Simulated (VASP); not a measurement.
## CaO (strained zincblende): a PBE single-point calculation in VASP

INCAR

```
SIGMA = 0.02
GGA = PE
NBANDS = 15
LWAVE = .FALSE.
NELM = 120
ENCUT = 520
IBRION = -1
ISIF = 2
NSW = 0
LREAL = .FALSE.
EDIFF = 1E-7
PREC = Accurate
ISMEAR = -1
LCHARG = .TRUE.
LASPH = .TRUE.
LELF = .TRUE.
```

KPOINTS

```
KPOINTS created by Atomic Simulation Environment
0
Gamma
8 8 8
0 0 0
```

KPOINTS_OPT

```
special points
7
Reciprocal
0.0000000000 0.0000000000 0.0000000000 1
-0.5000000000 -0.5000000000 0.0000000000 1
-0.3750000000 -0.3750000000 0.2500000000 1
-0.3750000000 0.0000000000 0.3750000000 1
0.0000000000 0.0000000000 0.5000000000 1
-0.5000000000 -0.2500000000 0.2500000000 1
0.4166670000 -0.5000000000 -0.0833330000 1
```

POSCAR

```
Ca O
 1.0000000000000000
     0.0000000000000000    2.5840531753999998    2.6067317416000000
     2.5840531753999998    0.0000000000000000    2.6067317416000000
     2.5840531753999998    2.5840531753999998    0.0000000000000000
 Ca  O
   1   1
Cartesian
  0.0000000000000000  0.0000000000000000  0.0000000000000000
  1.2920265876999999  1.2920265876999999  1.3033658708000000
```

VASP ran with the recommended PBE PAW datasets (16 valence electrons in the cell).

Command

```
mpirun -np 1 vasp_std
```

From OUTCAR

```
k-points           NKPTS =     59   k-points in BZ     NKDIM =     59   number of bands    NBANDS=     15

   NELECT =      16.0000    total number of electrons

   dimension x,y,z NGX =    28 NGY =   28 NGZ =   28
   dimension x,y,z NGXF=    56 NGYF=   56 NGZF=   56

  energy-cutoff  :      520.00
  volume of cell :       34.81
      direct lattice vectors                 reciprocal lattice vectors
     0.000000000  2.584053175  2.606731742    -0.193494470  0.193494470  0.191811068
     2.584053175  0.000000000  2.606731742     0.193494470 -0.193494470  0.191811068
     2.584053175  2.584053175  0.000000000     0.193494470  0.193494470 -0.191811068

 k-points in reciprocal lattice and weights: KPOINTS created by Atomic Simulation Env
   0.00000000  0.00000000  0.00000000       0.002
   0.12500000  0.00000000  0.00000000       0.016
   0.25000000  0.00000000  0.00000000       0.016
   0.37500000  0.00000000  0.00000000       0.016
   0.50000000  0.00000000  0.00000000       0.008
   0.12500000  0.12500000  0.00000000       0.004
   0.25000000  0.12500000  0.00000000       0.016
   0.37500000  0.12500000  0.00000000       0.016
   ...

 E-fermi :   1.0218

 k-point     1 :       0.0000    0.0000    0.0000
  band No.  band energies     occupation
      1     -36.5140      2.00000
      2     -17.4512      2.00000
      3     -17.4512      2.00000
      4     -17.4488      2.00000
      5     -14.2602      2.00000
      6      -0.1006      2.00000
      7      -0.0934      2.00000
      8      -0.0934      2.00000
      9       3.9482      0.00000
     10       8.5707      0.00000
     11       8.6377      0.00000
     12      10.2308      0.00000
     13      10.3053      0.00000
     14      10.3053      0.00000
     15      17.2446      0.00000

 k-point     2 :       0.1250    0.0000    0.0000
  band No.  band energies     occupation
      1     -36.5068      2.00000
      2     -17.5827      2.00000
      3     -17.4593      2.00000
      4     -17.4583      2.00000
      5     -14.1309      2.00000
      6      -0.2662      2.00000
      7      -0.0537      2.00000
      8      -0.0471      2.00000
      9       4.4984      0.00000
     10       8.3996      0.00000
     11       8.4580      0.00000
     12      10.0464      0.00000
     13      10.4167      0.00000
     14      10.4559      0.00000
     15      15.6070      0.00000

 k-point     3 :       0.2500    0.0000    0.0000
  band No.  band energies     occupation
      1     -36.4894      2.00000
      2     -17.8639      2.00000
      3     -17.4793      2.00000
      4     -17.4789      2.00000
      5     -13.8641      2.00000
      6      -0.4721      2.00000
      7       0.0456      2.00000
      8       0.0572      2.00000
      9       5.6292      0.00000
     10       8.2344      0.00000
     11       8.2746      0.00000
     12       9.5903      0.00000
     13      10.5092      0.00000
     14      10.5284      0.00000
     15      13.6096      0.00000

 k-point     4 :       0.3750    0.0000    0.0000
  band No.  band energies     occupation
      1     -36.4720      2.00000
      2     -18.1075      2.00000
      3     -17.5001      2.00000
      4     -17.4983      2.00000
      5     -13.6443      2.00000
      6      -0.4852      2.00000
      7       0.1328      2.00000
      8       0.1499      2.00000
      9       6.4957      0.00000
     10       8.3450      0.00000
     11       8.3675      0.00000
     12       9.1520      0.00000
     13      10.2752      0.00000
     14      10.2769      0.00000
     15      12.6406      0.00000

 k-point     5 :       0.5000    0.0000    0.0000
  band No.  band energies     occupation
      1     -36.4647      2.00000
      2     -18.2003      2.00000
      3     -17.5087      2.00000
      4     -17.5062      2.00000
      5     -13.5642      2.00000
      6      -0.4440      2.00000
      7       0.1649      2.00000
      8       0.1846      2.00000
      9       6.7571      0.00000
     10       8.5038      0.00000
     11       8.5189      0.00000
     12       8.8939      0.00000
     13      10.0449      0.00000
     14      10.0547      0.00000
     15      12.6202      0.00000

 k-point     6 :       0.1250    0.1250    0.0000
  band No.  band energies     occupation
      1     -36.5046      2.00000
      2     -17.6035      2.00000
      3     -17.4725      2.00000
      4     -17.4725      2.00000
      5     -14.0879      2.00000
      6      -0.3583      2.00000
      7      -0.0085      2.00000
      8      -0.0085      2.00000
      9       4.6684      0.00000
     10       7.9177      0.00000
     11       8.7721      0.00000
     12      10.2726      0.00000
     13      10.3507      0.00000
     14      10.3507      0.00000
     15      16.2914      0.00000

 k-point     7 :       0.2500    0.1250    0.0000
  band No.  band energies     occupation
      1     -36.4907      2.00000
      2     -17.8176      2.00000
      3     -17.4956      2.00000
      4     -17.4949      2.00000
      5     -13.8704      2.00000
      6      -0.5327      2.00000
      7       0.0666      2.00000
      8       0.0973      2.00000
      9       5.5750      0.00000
     10       7.4945      0.00000
     11       8.7797      0.00000
     12       9.8934      0.00000
     13      10.3951      0.00000
     14      10.5796      0.00000
     15      14.5760      0.00000

 k-point     8 :       0.3750    0.1250    0.0000
  band No.  band energies     occupation
      1     -36.4733      2.00000
      2     -18.0537      2.00000
      3     -17.5292      2.00000
      4     -17.5150      2.00000
      5     -13.6423      2.00000
      6      -0.5248      2.00000
      7       0.1099      2.00000
      8       0.1989      2.00000
      9       6.3530      0.00000
     10       7.4880      0.00000
     11       8.7695      0.00000
     12       9.6146      0.00000
     13      10.2207      0.00000
     14      10.6314      0.00000
     15      13.1390      0.00000

 k-point     9 :       0.5000    0.1250    0.0000
  band No.  band energies     occupation
      1     -36.4625      2.00000
      2     -18.1831      2.00000
      3     -17.5594      2.00000
      4     -17.5194      2.00000
      5     -13.5218      2.00000
      6      -0.3993      2.00000
      7       0.1008      2.00000
      8       0.2399      2.00000
      9       6.5065      0.00000
     10       7.8249      0.00000
     11       8.6269      0.00000
     12       9.5659      0.00000
     13      10.1036      0.00000
     14      10.5338      0.00000
     15      12.7258      0.00000

 k-point    10 :      -0.3750    0.1250    0.0000
  band No.  band energies     occupation
      1     -36.4648      2.00000
      2     -18.1537      2.00000
      3     -17.5660      2.00000
      4     -17.5064      2.00000
      5     -13.5494      2.00000
      6      -0.3966      2.00000
      7       0.0851      2.00000
      8       0.2066      2.00000
      9       6.5003      0.00000
     10       8.1711      0.00000
     11       8.1979      0.00000
     12       9.4989      0.00000
     13      10.3814      0.00000
     14      10.4317      0.00000
     15      12.7643      0.00000

 k-point    11 :      -0.2500    0.1250    0.0000
  band No.  band energies     occupation
      1     -36.4787      2.00000
      2     -17.9796      2.00000
      3     -17.5422      2.00000
      4     -17.4835      2.00000
      5     -13.7175      2.00000
      6      -0.4876      2.00000
      7       0.0769      2.00000
      8       0.1143      2.00000
      9       6.1604      0.00000
     10       7.9263      0.00000
     11       8.3071      0.00000
     12       9.5706      0.00000
     13      10.4183      0.00000
     14      10.6533      0.00000
     15      13.4219      0.00000

 k-point    12 :      -0.1250    0.1250    0.0000
  band No.  band energies     occupation
      1     -36.4962      2.00000
      2     -17.7428      2.00000
      3     -17.4969      2.00000
      4     -17.4639      2.00000
      5     -13.9603      2.00000
      6      -0.4296      2.00000
      7       0.0073      2.00000
      8       0.0226      2.00000
      9       5.2289      0.00000
     10       8.0463      0.00000
     11       8.4356      0.00000
     12       9.9101      0.00000
     13      10.3462      0.00000
     14      10.6585      0.00000
     15      14.7578      0.00000

 k-point    13 :       0.2500    0.2500    0.0000
  band No.  band energies     occupation
      1     -36.4818      2.00000
      2     -17.9199      2.00000
      3     -17.5237      2.00000
      4     -17.5237      2.00000
      5     -13.7367      2.00000
      6      -0.7192      2.00000
      7       0.2116      2.00000
      8       0.2116      2.00000
      9       6.0390      0.00000
     10       6.9065      0.00000
     11       9.1181      0.00000
     12      10.1454      0.00000
     13      10.3398      0.00000
     14      10.3398      0.00000
     15      15.9806      0.00000

 ...

  Total        0.7357140      0.7357140      0.7112191      0.0000000      0.0000000     -0.0000000
  in kB       33.8602675     33.8602675     32.7329223      0.0000000      0.0000000     -0.0000000
  external PRESSURE =      33.4844858 kB  Pullay stress =       0.0000000 kB

 POSITION                                       TOTAL-FORCE (eV/Angst)
 -----------------------------------------------------------------------------------
      0.00000      0.00000      0.00000         0.000000      0.000000     -0.000000
      1.29203      1.29203      1.30337        -0.000000     -0.000000      0.000000
 -----------------------------------------------------------------------------------
    total drift:                               -0.000000     -0.000000     -0.000000

  FREE ENERGIE OF THE ION-ELECTRON SYSTEM (eV)
  ---------------------------------------------------
  free  energy   TOTEN  =       -12.4281897475 eV

  energy  without entropy=      -12.4281897475  energy(sigma->0) =      -12.42818975
```

```yaml
gap_between_bands_v_and_c: 3.38 eV
least_direct_gap: 4.04 eV
pressure: 3.3 GPa
```

Band v is the last that the valence electrons fill when counted band by band, and c is the next.

The run took about 15 s on one core of a shared host (Intel Xeon 6975P-C) and held 0.17 GiB at most.
